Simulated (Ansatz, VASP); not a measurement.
**Ge in VASP and in Ansatz**

```xyz
2
Lattice="-2.6084 2.6084 1.4158 2.6084 -2.6084 1.4158 2.6084 2.6084 -1.4158" Properties=species:S:1:pos:R:3 pbc="T T T"
Ge    0.0000    0.0000    1.4158
Ge    2.6084    0.0000    0.7079
```

Change from the starting cell: volume scaled by 1.04.

Alike in both runs: task single point; functional PBEsol; k mesh 11 × 11 × 11; occupations fermi-dirac, width 0.05 eV; no spin polarisation.

|  | VASP | Ansatz |
| --- | --- | --- |
| version | VASP 6.6.1 | Ansatz 0.2.0 |
| potentials or method | VASP PAW PBE potentials, release 64 (Ge_d) | Ansatz PAW |
| plane-wave cutoff (eV) | 520 | 420 |
| valence electrons in the cell | 28 | 28 |

|  | VASP | Ansatz | Ansatz less VASP |
| --- | --- | --- | --- |
| gap on the k mesh at the Fermi level (eV) | none | none | - |
| pressure (GPa) | -3.3 | -3.3 | 0.00 |
| largest component of the traceless stress (GPa) | 0.24 | 0.26 | +0.017 |

A gap of «none» marks a metal or a gap that the smearing closes. The functional is the same, so the differences come from potentials, cutoffs and numerics.

Caveats: the PAW data sets were made with another functional, which shifts forces and pressure a little (VASP); the PAW data sets come from PBE, with cores solved anew for the run's functional, which leaves a small shift of forces and pressure (Ansatz).
